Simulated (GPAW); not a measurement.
Here is a GPAW 26.7.0 calculation.

run.py

```python
import numpy as np
from ase.dft.bandgap import bandgap
from ase.io import read, write
from ase.units import GPa
from gpaw import GPAW, PW
from gpaw.spinorbit import soc_eigenstates

atoms = read('POSCAR')

calc = GPAW(mode=PW(600),
            xc='MGGA_X_R2SCAN+MGGA_C_R2SCAN',
            kpts={'size': (11, 11, 11), 'gamma': True},
            occupations={'name': 'fermi-dirac', 'width': 0.05},
            nbands=14,
            convergence={'density': 1e-05, 'energy': 1e-05},
            maxiter=150,
            txt='gpaw.txt')
atoms.calc = calc
energy = atoms.get_potential_energy()
forces = atoms.get_forces()
stress = atoms.get_stress()
calc.write('gs.gpw')
write('result.traj', atoms)
print(f'Energy: {energy:.6f} eV')
print('Forces (eV/A):')
print(forces.round(4))
print('Stress (GPa):', (stress / GPa).round(3))
print('Fermi level:', round(calc.get_fermi_level(), 4), 'eV')
print(f'Gap: {bandgap(calc)[0]:.4f} eV, direct: {bandgap(calc, direct=True)[0]:.4f} eV')

path = atoms.cell.bandpath('GXWKGLUWLK,UX', npoints=100, eps=1e-4)
bs_calc = calc.fixed_density(kpts=path, symmetry='off', nbands=21,
                             convergence={'bands': 'CBM+6.0', 'eigenstates': 1e-6}, txt='bands.txt')
bs = bs_calc.band_structure()
bs.write('bs.json')
print(f'Gap on the path: {bandgap(bs_calc)[0]:.4f} eV')

soc = soc_eigenstates(bs_calc, theta=90, phi=0, ignore_xc_potential=True)
np.savetxt('soc_bands.dat', soc.eigenvalues(), fmt='%.4f')
mesh = soc_eigenstates('gs.gpw', theta=90, phi=0, ignore_xc_potential=True)
np.savetxt('soc_mesh.dat', mesh.eigenvalues(), fmt='%.4f')
print('Fermi level with spin-orbit coupling:', round(mesh.fermi_level, 4), 'eV')
```

Contents of POSCAR:

```
Au
1.0
    0.0000000000      2.0350000000      2.0350000000
    2.0350000000      0.0000000000      2.0350000000
    2.0350000000      2.0350000000      0.0000000000
Au
1
Direct
    0.0000000000      0.0000000000      0.0000000000
```

Potentials or basis: GPAW PAW data sets (gpaw-data 1.2.1), pw.

The run is started by

```console
$ OMP_NUM_THREADS=1 python run.py
```

Task: Estimate the pressure.

Result: 10.1 GPa.

Task: Predict the band gap along the path.

Result: None (metal or under the smearing width).

Levels at the corners of the path, in eV from the Fermi level:
```tsv
point	band 6	band 7	band 8	band 9	band 10	band 11	band 12	band 13	band 14
Γ	-5.76	-4.51	-4.51	-3.27	-3.27	-3.27	-3.27	16.41	16.41
X	-2.56	-2.32	-2.32	-1.24	-1.24	0.76	0.76	6.10	6.10
W	-5.45	-3.49	-3.49	-1.84	-1.84	5.05	5.05	5.59	5.59
K	-4.31	-3.26	-3.26	-2.16	-2.16	3.95	3.95	4.84	4.84
Γ	-5.76	-4.51	-4.51	-3.27	-3.27	-3.27	-3.27	16.41	16.41
L	-4.66	-2.59	-2.59	-1.85	-1.85	-1.14	-1.14	3.26	3.26
U	-4.31	-3.26	-3.26	-2.16	-2.16	3.94	3.95	4.84	4.84
W	-5.45	-3.49	-3.49	-1.84	-1.84	5.05	5.05	5.59	5.59
L	-4.66	-2.59	-2.59	-1.85	-1.85	-1.14	-1.14	3.26	3.26
K	-4.31	-3.26	-3.26	-2.16	-2.16	3.95	3.95	4.84	4.84
U	-4.31	-3.26	-3.26	-2.16	-2.16	3.94	3.95	4.84	4.84
X	-2.56	-2.32	-2.32	-1.24	-1.24	0.76	0.76	6.10	6.10
```

Caveat: with this Au data set, volumes or pressures lay over 1.5 % or 2 GPa off other programs in two to four cells of ten; spin-orbit coupling was added after a scalar SCF, so levels and gaps hold it while energy, forces, pressure and moments don't; this program's spin-orbit splittings come out too wide for heavy elements; the PAW data sets were made with another functional, which shifts forces and pressure a little.
